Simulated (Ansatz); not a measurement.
# What CsPbCl3 (model cell, started as cubic perovskite with Pb in the octahedra) distorts into, part 2 of 2

Wanted: the energy along a soft mode of CsPbCl3 (model cell, started as cubic perovskite with Pb in the octahedra) and the structure at the end.

Ansatz 0.2.0; DFT PBEsol, scalar-relativistic, plane waves, PAW; PAW set soft_1.

So far, highest frequency on the path or at a solved wavevector (cm⁻¹): step 2 (the dispersion) 263. Also lowest frequency on the path (cm⁻¹): step 2 -48.0.

## (6) Relaxing from the distorted cell

Starting from the lowest point found, all atoms and the cell are let go, so that strain and other modes of the same symmetry can join in.

Input file input.yaml:

```yaml
crystal:
  lattice:
    - [-5.6180085334, 0.0, 0.0]
    - [0.0, -5.6180085334, -5.6180085334]
    - [0.0, -5.6180085334, 5.6180085334]
  atoms:
    - { symbol: Cs, position: [0.0, 0.0, 0.0] }
    - { symbol: Cs, position: [0.0, 0.5, 0.5] }
    - { symbol: Pb, position: [0.5, 0.0, 0.5] }
    - { symbol: Pb, position: [0.5, 0.5, 0.0] }
    - { symbol: Cl, position: [0.5, 0.3033997053, 0.3033997053] }
    - { symbol: Cl, position: [0.5, 0.6966002947, 0.6966002947] }
    - { symbol: Cl, position: [0.5, 0.8033997053, 0.1966002947] }
    - { symbol: Cl, position: [0.5, 0.1966002947, 0.8033997053] }
    - { symbol: Cl, position: [1.0, 0.0, 0.5] }
    - { symbol: Cl, position: [1.0, 0.5, 0.0] }
kpoints:
  mp_grid: { grid: [6, 6, 6] }
hamiltonian:
  xc: pbesol
  pseudopotentials: { kind: paw, azcp: { folder: soft_1 }, xc_functional: pbe }
scf:
  occupations: { method: fixed }
output:
  forces: true
  stress: true
  eigenvalues: true
  write_density: true
  write_potential: true
  elf: true
  volumetric_format: npy
relax:
  adjacent_minimum: "off"
  f_tol: 0.002
  max_steps: 120
  cell: { stress_tol: 0.03 }
```

Launch:

```bash
> ansatz run input.yaml --threads 4 --pin off --max-ram 16384MiB --backend cpu --events-out ev --progress --plain --runs-dir out
```

Numbers of over 12 decimals in the logs are rounded to 6 here.

Output:

```text
[...]
Crystal: 10 atoms, lattice volume = 354.631 Å³
Basis set: ecut = 420 eV, 6899 PW (Γ), exchange–correlation on 80×108×108 points (8 copies of the dense FFT grid, shifted against one another)
Bands: 54, of which v1, the nominal top of the filled ones, is band 44 counted from 1 (43 counted from 0)
Symmetry: 16 space group operations
[...]
k-points: 40 of 216
[...]
SCF iter   1: F=—  HF=-41068.471824 eV  |F-HF|=—  |Δ(HF+E_count)|=         —  Δρ=2.46e-2  dr2=5.01e0  ethr=3.10e-3  ⟨swp⟩=5.8  Hψ=8253  notcnv=0  defer=277
[...]
SCF iter   8: F=-41066.062534 eV  HF=-41066.062534 eV  |F-HF|=2.21e-8  |Δ(HF+E_count)|=   1.08e-7  Δρ=2.00e-6  dr2=2.05e-8  ethr=1.14e-10  ⟨swp⟩=25.0  Hψ=22740  notcnv=0
SCF 1 converged in 8 iterations: F = -41066.062534 eV  dr2 = 2.05e-8
[...]
relax step   1: F+E_penalty+E_count = -41066.06253405 eV  Δ(F+E_penalty+E_count) = +0.000e0 eV  max|allowed force component| = 5.015e-3 eV/Å  Δτ_max = 0.0000 Å  P = -0.474 GPa  Ω = 354.631 Å³  (8 SCF iters, dr2 threshold 1.00e-7 eV, accepted)
Crystal: 10 atoms, lattice volume = 349.470 Å³
Basis set: ecut = 420 eV, 6803 PW (Γ), exchange–correlation on 80×108×108 points (8 copies of the dense FFT grid, shifted against one another)
[...]
iter 1 solved again at ethr=2.28e-6 eV; its pass at ethr=3.10e-3 eV (dr2=2.00e-3 eV) is discarded
[...]
SCF iter   5: F=-41066.090066 eV  HF=-41066.090066 eV  |F-HF|=1.39e-7  |Δ(HF+E_count)|=   1.80e-6  Δρ=5.51e-6  dr2=1.11e-7  ethr=1.14e-9  ⟨swp⟩=21.6  Hψ=22805  notcnv=0
the search or the solves at the SCF's close seem to have found levels that the self-consistency loop had missed (the run counts 1). By its estimate they hold under 1e-12 electrons; where the run keeps them, the occupations were computed again with them
SCF 2 converged in 5 iterations: F = -41066.090066 eV  dr2 = 1.11e-7
relax step   2: F+E_penalty+E_count = -41066.09006589 eV  Δ(F+E_penalty+E_count) = -2.753e-2 eV  max|allowed force component| = 1.757e-2 eV/Å  Δτ_max = 0.0138 Å  P = -0.181 GPa  Ω = 349.470 Å³  energy of the carried Pulay correction = +2.462e-4 eV  (5 SCF iters, dr2 threshold 1.00e-6 eV, accepted)
Crystal: 10 atoms, lattice volume = 345.016 Å³
Basis set: ecut = 420 eV, 6723 PW (Γ), exchange–correlation on 80×108×108 points (8 copies of the dense FFT grid, shifted against one another)
[...]
SCF iter   6: F=-41066.102876 eV  HF=-41066.102876 eV  |F-HF|=5.82e-10  |Δ(HF+E_count)|=   6.14e-7  Δρ=3.57e-6  dr2=4.75e-8  ethr=3.68e-10  ⟨swp⟩=22.0  Hψ=22028  notcnv=0
SCF 3 converged in 6 iterations: F = -41066.102876 eV  dr2 = 4.75e-8
[...]
relax step   3: F+E_penalty+E_count = -41066.10287562 eV  Δ(F+E_penalty+E_count) = -1.281e-2 eV  max|allowed force component| = 2.700e-2 eV/Å  Δτ_max = 0.0505 Å  P = +0.031 GPa  Ω = 345.016 Å³  energy of the carried Pulay correction = +4.635e-4 eV  (6 SCF iters, dr2 threshold 3.24e-7 eV, accepted)
[...]
relax step   4: F+E_penalty+E_count = -41066.10535361 eV  Δ(F+E_penalty+E_count) = -2.478e-3 eV  max|allowed force component| = 1.278e-3 eV/Å  Δτ_max = 0.0481 Å  P = +0.024 GPa  Ω = 343.935 Å³  energy of the carried Pulay correction = +5.169e-4 eV  (6 SCF iters, dr2 threshold 4.56e-8 eV, accepted)
[...]
relax step   5: F+E_penalty+E_count = -41066.10536295 eV  Δ(F+E_penalty+E_count) = -9.340e-6 eV  max|allowed force component| = 1.421e-4 eV/Å  Δτ_max = 0.0016 Å  P = -0.004 GPa  Ω = 344.260 Å³  energy of the carried Pulay correction = +5.008e-4 eV  (5 SCF iters, dr2 threshold 2.42e-9 eV, accepted)
[...]
SCF iter   4: F=-41066.104918 eV  HF=-41066.104918 eV  |F-HF|=9.46e-11  |Δ(HF+E_count)|=   4.48e-8  Δρ=1.25e-7  dr2=3.03e-11  ethr=1.00e-12  ⟨swp⟩=21.1  Hψ=20768  notcnv=0
SCF 6 converged in 4 iterations: F = -41066.104918 eV  dr2 = 3.03e-11
[...]
relax step   6: F+E_penalty+E_count = -41066.10491781 eV  Δ(F+E_penalty+E_count) = +4.451e-4 eV  max|allowed force component| = 1.171e-4 eV/Å  Δτ_max = 0.0000 Å  P = -0.005 GPa  Ω = 344.260 Å³  stress off target by 6.87e-3 GPa  SCF on the basis re-selected at this cell (its energy is not comparable with the rows above)  (4 SCF iters)
basis re-selected at this cell: Δ(F+E_penalty+E_count) = +4.451e-4 eV, ΔP = -0.001 GPa vs the last step (what re-selecting the basis moved, of the pressure what is left beyond the Pulay correction that the steps carried, after the strain that the cell walked since its last selection, with what the two solves' SCF thresholds leave and, on support functions, any second-order correction that the steps lacked; it is no m [...]
SCF converged after 4 iterations
Free energy (F): -41066.104918 eV
[...]
Internal energy: -41066.104918 eV  (E = F + TS)
E sigma→0 (E₀):  -41066.104918 eV
Fermi energy:    3.809300 eV
[...]
--- Forces (eV/Å), atoms counted from 1 ---
  atom   1  Cs    -0.00000000     0.00000000    -0.00000000
  atom   2  Cs    -0.00000000     0.00000000    -0.00000000
  atom   3  Pb     0.00000000    -0.00000000    -0.00000000
  atom   4  Pb     0.00000000    -0.00000000    -0.00000000
  atom   5  Cl    -0.00000000     0.00011710     0.00000000
  atom   6  Cl     0.00000000    -0.00011710    -0.00000000
  atom   7  Cl    -0.00000000    -0.00000000     0.00011710
  atom   8  Cl     0.00000000     0.00000000    -0.00011710
  atom   9  Cl    -0.00000000     0.00000000     0.00000000
  atom  10  Cl     0.00000000     0.00000000    -0.00000000
  max |Σ_I F_I| component: 8.67e-19 eV/Å
--- Stress (GPa, compression-positive) ---
       -0.006871       0.000000       0.000000
        0.000000      -0.004330       0.000000
        0.000000       0.000000      -0.004330
  P = ⅓ Tr σ = -0.0052 GPa (-0.052 kbar)
--- Band table (eV; the first three rows and the last of 40) ---
  k-point 0: bands = [... 40 lower, 1.7821, 1.7821, 1.8403, 3.0999, 6.6482, 6.6482, 7.6785, 8.4564, ... 6 higher]
  k-point 1: bands = [... 40 lower, 1.6994, 1.7764, 1.9457, 2.8909, 6.8112, 6.8911, 7.8345, 8.5604, ... 6 higher]
  k-point 2: bands = [... 40 lower, 1.6583, 1.7486, 2.0133, 2.4481, 7.2714, 7.4613, 8.2045, 8.6947, ... 6 higher]
  k-point 39: bands = [... 40 lower, 1.8586, 1.8586, 3.0600, 3.0600, 6.3937, 6.3937, 6.5297, 6.5297, ... 6 higher]
--- Relaxed structure (5 steps of the walk, 5 accepted, 1 SCFs on fresh bases) ---
  F+E_penalty+E_count = -41066.10491781 eV   max|allowed force component| = 1.171e-4 eV/Å   (the final SCF, on the basis selected at the relaxed cell)
  cell:  # Å, volume = 344.2601 Å³
    - [-5.696217, 0, 0]
    - [0, -5.497118, -5.497118]
    - [0, -5.497118, 5.497118]
  atoms:
    - { symbol: Cs, position: [0, 1.9877652926672034e-19, 0] }
    - { symbol: Cs, position: [0, 0.5, 0.5] }
    - { symbol: Pb, position: [0.5, 0.0, 0.5] }
    - { symbol: Pb, position: [0.5, 0.5, 0.0] }
    - { symbol: Cl, position: [0.5, 0.313547, 0.313547] }
    - { symbol: Cl, position: [0.5, 0.686453, 0.686453] }
    - { symbol: Cl, position: [0.5, 0.813547, 0.186453] }
    - { symbol: Cl, position: [0.5, 0.186453, 0.813547] }
    - { symbol: Cl, position: [1.0, 0.0, 0.5] }
    - { symbol: Cl, position: [1.0, 0.5, 0.0] }
```

Elapsed: 88 s, on 4 threads of Arm Neoverse V1, shared host; peak memory 1.1 GiB.

The steps of the relaxation:

| step | energy less that of the first step (eV) | largest force component (eV/Å) | pressure (GPa) | volume (Å³) |
| --- | --- | --- | --- | --- |
| 1 | 0.0000 | 0.0050 | -0.47 | 354.63 |
| 2 | -0.0275 | 0.0176 | -0.18 | 349.47 |
| 3 | -0.0403 | 0.0270 | 0.03 | 345.02 |
| 4 | -0.0428 | 0.0013 | 0.02 | 343.94 |
| 5 | -0.0428 | 0.0001 | 0.00 | 344.26 |
| 6* | -0.0424 | 0.0001 | -0.01 | 344.26 |

Relaxation steps marked * repeat the geometry before them on a plane-wave basis chosen anew for their cell, so energy and pressure can jump there.

Forces are held to the 16 operations that the run works with; a distortion that breaks them can't arise in this run.

| cell as run | before | after | change |
| --- | --- | --- | --- |
| a (Å) | 5.618 | 5.696 | +1.4 % |
| b (Å) | 7.945 | 7.774 | -2.2 % |
| c (Å) | 7.945 | 7.774 | -2.2 % |
| volume (Å³/atom) | 35.46 | 34.43 | -2.9 % |

The atoms that moved most (Å, as changes of fractional coordinates times the final cell):

| atom | dx | dy | dz | length |
| --- | --- | --- | --- | --- |
| Cl5 | 0.000 | -0.112 | 0.000 | 0.112 |
| Cl6 | 0.000 | 0.112 | 0.000 | 0.112 |
| Cl8 | 0.000 | 0.000 | 0.112 | 0.112 |
| Cl7 | 0.000 | 0.000 | -0.112 | 0.112 |

Numbers from this step:

```
pressure          : -0.005177 GPa
gap on the k-mesh : 2.080 eV
volume per atom   : 34.43 Å³
```

ELF in the ac plane at fractional y = 0.000, with atoms of Cs and Pb and Cl within 0.2 Å of it. It is the smooth field of the valence electrons, not physical close to the nuclei.

Values, 21 rows by 16 columns, each cell a mean:
```
0.31 0.68 0.88 0.81 0.38 0.03 0.02 0.04 0.04 0.03 0.02 0.12 0.62 0.87 0.83 0.49
0.81 0.87 0.87 0.68 0.19 0.03 0.10 0.21 0.24 0.16 0.05 0.05 0.41 0.80 0.88 0.84
0.87 0.85 0.73 0.37 0.06 0.06 0.24 0.41 0.45 0.36 0.14 0.04 0.16 0.56 0.81 0.87
0.61 0.54 0.33 0.09 0.03 0.10 0.31 0.43 0.46 0.39 0.21 0.05 0.04 0.18 0.44 0.59
0.10 0.08 0.04 0.01 0.02 0.09 0.21 0.29 0.30 0.26 0.16 0.05 0.02 0.02 0.06 0.09
0.10 0.08 0.04 0.02 0.02 0.05 0.10 0.13 0.13 0.12 0.08 0.03 0.02 0.03 0.06 0.09
0.59 0.51 0.31 0.09 0.04 0.07 0.14 0.18 0.18 0.16 0.11 0.05 0.05 0.17 0.41 0.56
0.85 0.81 0.64 0.27 0.10 0.21 0.35 0.41 0.42 0.39 0.29 0.14 0.13 0.44 0.74 0.84
0.84 0.86 0.78 0.44 0.16 0.33 0.45 0.37 0.33 0.42 0.43 0.22 0.23 0.63 0.84 0.85
0.48 0.74 0.82 0.53 0.20 0.39 0.36 0.10 0.05 0.20 0.45 0.27 0.29 0.71 0.83 0.62
0.30 0.68 0.82 0.55 0.21 0.40 0.32 0.05 0.02 0.14 0.43 0.28 0.31 0.72 0.81 0.50
0.72 0.82 0.81 0.49 0.19 0.36 0.43 0.23 0.17 0.32 0.45 0.25 0.26 0.68 0.84 0.78
0.87 0.85 0.72 0.35 0.13 0.27 0.42 0.45 0.44 0.45 0.37 0.18 0.18 0.54 0.80 0.87
0.77 0.71 0.49 0.17 0.06 0.13 0.23 0.29 0.30 0.27 0.19 0.08 0.08 0.30 0.61 0.75
0.28 0.23 0.12 0.04 0.02 0.05 0.09 0.11 0.12 0.10 0.07 0.03 0.02 0.07 0.17 0.26
0.04 0.03 0.02 0.01 0.02 0.07 0.15 0.20 0.21 0.18 0.11 0.04 0.01 0.01 0.02 0.03
0.35 0.29 0.15 0.04 0.02 0.11 0.28 0.38 0.41 0.35 0.20 0.05 0.02 0.07 0.21 0.33
0.81 0.76 0.58 0.22 0.04 0.08 0.29 0.45 0.48 0.40 0.19 0.04 0.08 0.38 0.69 0.80
0.87 0.88 0.83 0.56 0.12 0.04 0.16 0.32 0.35 0.26 0.09 0.04 0.29 0.72 0.87 0.88
0.59 0.79 0.88 0.77 0.30 0.03 0.04 0.09 0.11 0.07 0.03 0.09 0.54 0.85 0.87 0.70
0.10 0.57 0.87 0.83 0.43 0.04 0.01 0.02 0.02 0.02 0.02 0.15 0.66 0.88 0.80 0.30
```
Columns run along a (5.7 Å), rows up along c (7.8 Å). Atoms in or near the plane, at fractional coordinates: Cs at (0.00, 0.00), Pb at (0.50, 0.50), Cl at (0.00, 0.50).

Valence density in the ac plane at fractional y = 0.000, with atoms of Cs and Pb and Cl within 0.2 Å of it. It is the smooth field of the valence electrons, not physical close to the nuclei.

Ten steps, logarithmic in the rise over the least value, from '0' (-0.2 e/Å³) to '9' (7.2 e/Å³), each cell a mean:
```
4665333333334565
6654333333333466
5543333333333445
4433333333333334
3333333333333333
3333333333333333
3333333443333333
5443334555433345
6654446787544456
6664457998644566
5664458999744566
7654457898644567
6543345666433455
4433334444333344
3333333333333333
3333333333333333
3333333333333333
4443333333333344
6554333333333456
5664333333334566
0565333333334564
```
Columns run along a (5.7 Å), rows up along c (7.8 Å). Atoms in or near the plane, at fractional coordinates: Cs at (0.00, 0.00), Pb at (0.50, 0.50), Cl at (0.00, 0.50).

Electrostatic potential energy in the ac plane at fractional y = 0.000, with atoms of Cs and Pb and Cl within 0.2 Å of it. With pseudopotentials it is smooth inside the atoms' cores, unlike the true potential.

Ten even steps from '0' (-37 eV) to '9' (9 eV), each cell a mean:
```
3347999999998533
3358999999998743
5679999999999876
8899999999999988
9999999999999999
9999999999999999
9999999888999999
8999987556899998
2489872001589963
0058850000178830
0048840010178720
0269861000379841
5799985223789986
9999998778899999
9999999999999999
9999999999999999
9999999999999999
7789999999999987
4468999999999754
3347999999998633
4346899999998533
```
Columns run along a (5.7 Å; values clipped at the 3rd and 97th percentile), rows up along c (7.8 Å). Atoms in or near the plane, at fractional coordinates: Cs at (0.00, 0.00), Pb at (0.50, 0.50), Cl at (0.00, 0.50).

The distorted start has space group P4/mbm; the relaxation ends in P4/mbm.

## (7) The new phase in its own primitive cell

The relaxed structure is symmetrised, reduced to its primitive cell and relaxed tightly, as its phonons need.

Input file input.yaml:

```yaml
crystal:
  lattice:
    - [7.7740991746, 0.0, 0.0]
    - [0.0, 7.7740991746, 0.0]
    - [0.0, 0.0, 5.6962172791]
  atoms:
    - { symbol: Cs, position: [0.0, 0.5, 0.0] }
    - { symbol: Cs, position: [0.5, 0.0, 0.0] }
    - { symbol: Pb, position: [0.0, 0.0, 0.5] }
    - { symbol: Pb, position: [0.5, 0.5, 0.5] }
    - { symbol: Cl, position: [0.3135469061, 0.8135469061, 0.5] }
    - { symbol: Cl, position: [0.6864530939, 0.1864530939, 0.5] }
    - { symbol: Cl, position: [0.8135469061, 0.6864530939, 0.5] }
    - { symbol: Cl, position: [0.1864530939, 0.3135469061, 0.5] }
    - { symbol: Cl, position: [0.0, 0.0, 0.0] }
    - { symbol: Cl, position: [0.5, 0.5, 0.0] }
kpoints:
  mp_grid: { grid: [6, 6, 6] }
hamiltonian:
  xc: pbesol
  pseudopotentials: { kind: paw, azcp: { folder: soft_1 }, xc_functional: pbe }
scf:
  occupations: { method: fixed }
output:
  forces: true
  stress: true
  eigenvalues: true
relax:
  adjacent_minimum: "off"
  f_tol: 0.001
  max_steps: 60
  cell: { stress_tol: 0.01 }
```

Output:

```text
[...]
Crystal: 10 atoms, lattice volume = 344.260 Å³
Basis set: ecut = 420 eV, 6711 PW (Γ), exchange–correlation on 108×108×80 points (8 copies of the dense FFT grid, shifted against one another)
Bands: 54, of which v1, the nominal top of the filled ones, is band 44 counted from 1 (43 counted from 0)
Symmetry: 16 space group operations
[...]
k-points: 40 of 216
[...]
- { symbol: Cs, position: [0.5, 0.0, 0.0] }
    - { symbol: Pb, position: [0.0, 0.0, 0.5] }
    - { symbol: Pb, position: [0.5, 0.5, 0.5] }
    - { symbol: Cl, position: [0.313547, 0.8135469061, 0.5] }
    - { symbol: Cl, position: [0.6864530939, 0.1864530939, 0.5] }
    - { symbol: Cl, position: [0.8135469061, 0.6864530939, 0.5] }
    - { symbol: Cl, position: [0.1864530939, 0.313547, 0.5] }
    - { symbol: Cl, position: [0.0, 0.0, 0.0] }
    - { symbol: Cl, position: [0.5, 0.5, 0.0] }
[key lines of the parts left out:]
SCF converged after 7 iterations
Free energy (F): -41066.104918 eV
Fermi energy:    3.809301 eV
P = ⅓ Tr σ = -0.0052 GPa (-0.052 kbar)
```

Elapsed: 33 s, on 4 threads; peak memory 1.1 GiB.

Little changed from the start: no atom moved by 0.005 Å and no cell edge by 0.1 %.

This step gave:

```yaml
pressure: -0.005178 GPa
direct_gap_on_mesh: 2.080 eV
```

The largest force component left is 0.083 meV/Å and the pressure is -0.005 GPa, within the tolerances set. The cell now holds 34.43 Å³/atom.

## (8) The phases reached

The phases reached along the modes that were followed are set side by side.

Energies are those of the first relaxation, on the mesh of the frozen mode; space group, volume and gap are those of the last relaxation. Phases, by row:

| mode frozen in | space group | energy from parent (meV/atom) | volume (Å³/atom) | gap on mesh (eV) | lowest zone-centre optical mode (cm⁻¹) | largest shift (Å) |
| --- | --- | --- | --- | --- | --- | --- |
| parent | Pm-3m | 0 | 35.46 | 1.842 | – | – |
| q = (-0.5, -0.5, -0.5), 48i cm⁻¹ | I4/mcm | -14.52 | 34.41 | 2.086 | -17.4 | 0.701 |
| q = (-0.5, -0.5, -0.5), 48i cm⁻¹ | R-3c | -12.4 | 34.62 | 2.119 | -24.4 | 0.525 |
| q = (-0.5, -0.5, -0.5), 48i cm⁻¹ | Imma | -14.02 | 34.58 | 2.215 | -13.9 | 0.65 |
| q = (0, -0.5, -0.5), 48i cm⁻¹ | P4/mbm | -14.16 | 34.43 | 2.08 | – | 0.699 |

## (9) Outcome

```
unstable mode of the parent                                                      : q = (0, -0.5, -0.5), 48i cm⁻¹
depth at the lowest point sampled                                                : 9.92 meV/atom
largest atomic shift at that point                                               : 0.6 Å
space group reached (within 0.01 Å)                                              : P4/mbm
energy gained over the parent (first relaxation, on the mesh of the frozen mode) : 14.2 meV/atom
volume per atom, phase reached                                                   : 34.4 Å³
gap on the k-mesh, phase reached                                                 : 2.08 eV
```

**Reading.** Along this mode the structure falls into P4/mbm, 14.2 meV/atom below the parent. At the parent's cell the well is 9.919 meV/atom deep on the steps tried, with its lowest point at a shift of 0.6 Å. That is the last step tried, so the steps alone don't bracket the bottom of the well. Relaxing atoms and cell changes the gain by +4.24 meV/atom against the lowest step (energies at zero smearing). The modes of the phase reached were not computed on this path. Of the 4 patterns followed to their end from this parent, this one ends 0.362 meV/atom above the lowest, I4/mcm. Another end point lies within 1 meV/atom; how such a difference moves with mesh and cutoff was not tested. Each path keeps the symmetry of its pattern, so a lower phase may lie along a pattern not tried. Spin-orbit coupling is left out, which can matter for the heavy elements here. The PAW files were made for PBE and serve the other functionals too. The starting cell was built on a prototype and not taken from a measurement, so the phase need not exist.

[Logs are printed without paths, hosts, clocks, repeated set-up lines and the standing remarks that a program may print on its own settings, such as how far it seeks lower states.]

[Hosts, paths, dates, database ids (printed as entryN), source tags and the programs' standing remarks are cut or masked in the printed files.]
